## Results and discussion: cutoff convergence of rocksalt SnSe

A plane-wave calculation builds every electron orbital from waves, and the cutoff energy sets the shortest wave it may use. The table follows one SnSe cell of fixed size and shape while only this cutoff is raised. The sweep value is the cutoff in eV, and energies are counted from the row with the highest cutoff.

DFTK 0.8.2 plane-wave LDA calculations for rocksalt SnSe at fixed geometry, without spin polarisation or spin–orbit coupling, using dojo.nc.sr.lda.v0_4_1.standard pseudopotentials, a 4×4×4 k mesh, Gaussian smearing of 0.1 eV and an SCF tolerance of 1e-6. The sweep value is the plane-wave cutoff in eV; energies are free energies relative to the highest cutoff.

| sweep value | energy less tightest (meV/atom) | pressure (GPa) | gap (eV) | largest force (eV/Å) | scf iterations |
| --- | --- | --- | --- | --- | --- |
| 408.171 | 122535.6 | -1672.6 | 0.255 | 0.000 | 10 |
| 517.016 | 44143.3 | -928.1 | 0.482 | 0.000 | 9 |
| 653.073 | 8959.2 | -308.8 | 0.555 | 0.000 | 12 |
| 816.342 | 718.3 | -46.1 | 0.575 | 0.000 | 11 |
| 1006.82 | 10.9 | -5.8 | 0.580 | 0.000 | 12 |
| 1170.09 | 0.5 | -4.7 | 0.580 | 0.000 | 11 |
| 1414.99 | 0.2 | -4.7 | 0.580 | 0.000 | 11 |
| 1687.11 | 0.0 | -4.7 | 0.580 | 0.000 | 11 |

### 1. Why does the energy fall each time the cutoff is raised?

A larger set of waves contains every wave of the smaller set. The calculation looks for the lowest energy that its waves allow, so extra waves can lower the result or leave it alone, but they can't raise it. In the limit of an infinite cutoff the energy would settle at the value that belongs to the chosen functional and pseudopotentials. The energies in the table fall at every step, as this variational argument requires.

### 2. Why does the error vanish so abruptly?

Two limits make the behaviour plain. If the shortest wave is longer than the finest feature of an orbital, that feature is smeared out and the energy is far too high. Once the waves are short enough, a smooth orbital has almost nothing left to gain from still shorter ones. Between these limits the error doesn't follow one power of the cutoff. It falls roughly as the inverse fourth power over the first step, but as the inverse twentieth power between 816 and 1007 eV. A sharp knee is expected, because potentials of this kind are built to leave little kinetic energy beyond a chosen wavelength. Above 1170 eV the small remainder fades slowly again.

The finest features here should be the filled 3d shell of selenium and the filled 4d shell of tin. Both are treated as valence electrons and supply 20 of the 30 in the cell. They sit close to their nuclei, and a compact orbital needs short waves. That these shells carry most of the error is standard pseudopotential physics; the runs don't separate their share from that of the outer electrons.

### 3. Why is the pressure so strongly negative at low cutoff?

The stress is evaluated with a fixed set of waves that stretches along with the cell. When the cell expands, every wave becomes longer and the description of the compact shells becomes coarser. The energy therefore rises on expansion for a purely numerical reason, and the cell seems to pull inward. This false tension is known as Pulay stress, and it should disappear when further waves no longer change the energy.

The argument gives its size. The kinetic energy of a wave varies as the inverse square of its wavelength, so for a fixed set of waves the effective cutoff E_cut varies with the volume V as V^(−2/3). Suppose that at a fixed cutoff the basis error hardly depends on volume, as it should if it sits in atom-like shells. Pressure is P = −dE/dV, and the false part is then

P_false = (2/3V) · dE/d ln E_cut,

where E and V are energy and volume per atom. The energy falls as the cutoff rises, so P_false is negative.

Take the step from 653 to 816 eV. The energy drops by 8959.2 − 718.3 = 8240.9 meV, or 8.24 eV per atom, while ln E_cut grows by ln(816.342/653.073) = 0.223. With V = 27.27 Å³ and 1 eV/Å³ = 160.2 GPa,

P_false ≈ −(2/3) × 8.24 / (0.223 × 27.27) × 160.2 GPa ≈ −145 GPa.

This is an average over the step, so it should lie between the false pressures at its two ends. Measured from the tightest row, these are −304 and −41 GPa.

The formula has no adjustable constant, and its estimate falls between the end values in all five steps up to 1170 eV; the printed analysis below lists them. The test is sharpest in the first step, where the two ends differ by less than a factor of two. Near convergence they differ by more than a factor of ten, and the comparison confirms little beyond the sign and the rough size. Above 1170 eV the pressure still moves by about 0.005 GPa, the size the formula gives, but at that scale the tightest row is no longer a clean zero and the bracket no longer tests it.

### 4. Why does the gap settle before the energy?

A gap is a difference between two electron levels, whereas the total energy collects the error of every electron. If a coarse basis shifted both levels equally, the gap would be exact however poor the energy was. The levels at the gap belong mainly to outer s and p electrons, which are smoother than the d shells and need fewer short waves. At 816 eV the gap is only 5 meV from its final value, while the energy of the two-atom cell is still 1.4 eV too high.

The cancellation has its limits. At 408 eV the gap is too small by more than half of its final value. A likely reason is that badly described d shells screen the nuclei wrongly and so disturb the outer electrons as well, though the runs don't test this. An early-settling gap is thus no sign that energy or pressure has settled too.

### 5. Which cutoff is enough?

That depends on the quantity wanted. For a gap within 10 meV of its final value, 816 eV is enough. For an energy within 10 meV per atom, 1007 eV just fails, and its pressure is still about 1 GPa off. The next value, 1170 eV, meets both needs with 25% more plane waves. Going on to the highest cutoff adds another 73% and changes the energy by only 0.5 meV per atom.

The pressure deserves the most care if the cell is to be relaxed. At 816 eV a relaxation that follows the computed stress would start from −46 GPa, nearly all of it false, and would shrink the cell too far. The argument of question 3 also suggests a remedy: compute the energy at several volumes with the same cutoff each time. The basis error should then be nearly the same at each volume and largely drop out of the comparison, though these runs keep one volume and don't test it. The number of waves also changes in steps as the volume changes, which roughens the curve while the basis error is still large.

### 6. What would change with another element or another potential?

The most compact shell treated as valence sets the cutoff for the whole crystal, because all atoms share one set of waves. Sulphur has no filled d shell, so replacing selenium by sulphur should ease the demand. The tin 4d shell would remain and would then probably set the limit. Potentials that freeze the d shells of both elements into the core should allow a clearly lower cutoff, and the false pressure would fade earlier with it. The price is that these shells could no longer respond to their surroundings.

### 7. Which digits can be trusted?

Convergence in the cutoff makes a number reproducible within the chosen model; it doesn't make the model complete. The gap of 0.580 eV no longer changes with the cutoff, but it is the gap on a 4×4×4 mesh of k-points, which can miss the true band edges. Spin–orbit coupling is also left out. It matters here because rocksalt SnSe is a predicted topological crystalline insulator, with its valence and conduction bands inverted near the L point. Without spin–orbit coupling, inverted bands are expected to cross a short way from L, at points this mesh does not sample, so the true gap of this model is probably zero. The tabulated value is then a spacing between two levels at mesh points. It is sound as a test of the cutoff, but none of its digits is a prediction for the material.

The final pressure of −4.7 GPa is of a different kind from the huge values at low cutoff. It stays put when more waves are added, so it belongs to the model: this cell is larger than the LDA would choose. That fits the usual tendency of the LDA to make crystals too compact. Its last digit is settled with respect to the cutoff, while its dependence on the k mesh remains untested.

The zero forces carry no such information. In the rocksalt structure each atom sits at a centre of symmetry, where the pulls of its neighbours cancel at any cutoff. They show neither that the basis is good nor that the structure is stable. Indeed, SnSe adopts a layered structure under ordinary conditions.

Output of the analysis:

```
Spurious pressure over the step that ends at each row (GPa; last two rows are at rounding level):
      row  excess at lower cutoff  estimate from energies  excess at upper cutoff
  408.171                     n/a                     n/a                   -1668
  517.016                   -1668                   -1299                  -923.4
  653.073                  -923.4                  -589.9                  -304.1
  816.342                  -304.1                  -144.7                   -41.4
  1006.82                   -41.4                  -13.21                    -1.1
  1170.09                    -1.1                 -0.2711                       0
  1414.99                       0               -0.006183                       0
  1687.11                       0               -0.004454                       0
Errors against the tightest row:
      row  energy error eV per cell  gap error meV
  408.171                     245.1           -325
  517.016                     88.29            -98
  653.073                     17.92            -25
  816.342                     1.437             -5
  1006.82                    0.0218              0
  1170.09                     0.001              0
  1414.99                    0.0004              0
  1687.11                         0              0
Energy error shrinks from 408 to 517 eV by the factor: 2.776
Energy error shrinks from 517 to 653 eV by the factor: 4.927
Energy error shrinks from 653 to 816 eV by the factor: 12.47
Energy error shrinks from 816 to 1007 eV by the factor: 65.9
Cutoff grows from 408 to 517 eV by the factor: 1.267
Cutoff grows from 816 to 1007 eV by the factor: 1.233
Local power of the energy error in the cutoff, 408 to 517 eV: -4.319
Local power of the energy error in the cutoff, 816 to 1007 eV: -19.97
Gap error at 816 eV as percent of the energy error per cell: 0.348
Gap error at 408 eV as percent of the converged gap: 56.03
Energy error at 1007 eV above the 10 meV/atom bound (meV/atom): 0.9
Plane waves at 1170 eV over those at 1007 eV: 1.252
Plane waves at 1687 eV over those at 1170 eV: 1.728
Share of d electrons among the valence electrons (percent): 66.67
Fewest SCF iterations: 9
Most SCF iterations: 12
```
